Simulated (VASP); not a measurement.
A run of VASP 6.6.1 is set up as follows.

The input INCAR:

```
  PREC = Accurate
  ENCUT = 520
  EDIFF = 1E-6
  ISMEAR = -1
  SIGMA = 0.05
  LREAL = F
  LASPH = T
  NELM = 60
  ALGO = Normal
  ISIF = 2
  LWAVE = F
  LCHARG = F
  GGA = PE
  NBANDS = 23
```

Contents of KPOINTS:

```
Automatic mesh
0
Gamma
  8 8 4
```

POSCAR

```
HfN
1.0
    3.1751483609      0.0000000000      0.0000000000
   -1.5875741805      2.7497592010      0.0000000000
    0.0000000000      0.0000000000      5.4880494375
Hf N
2 2
Direct
    0.6666666667      0.3333333333      0.7500000000
    0.3333333333      0.6666666667      0.2500000000
    0.0000000000      0.0000000000      0.0000000000
    0.0000000000      0.0000000000      0.5000000000
```

Potentials or basis: VASP PAW PBE potentials, release 64 (Hf_pv, N).

Launch:

```console
$ cat potpaw_PBE.64/Hf_pv/POTCAR potpaw_PBE.64/N/POTCAR > POTCAR
$ mpirun -np 1 vasp_std > vasp.out
```

(1) Estimate the pressure.

(2) What does it give for the band gap on the k mesh?

Answers

(1) -6.1 GPa.

(2) none (metal or under the smearing width).
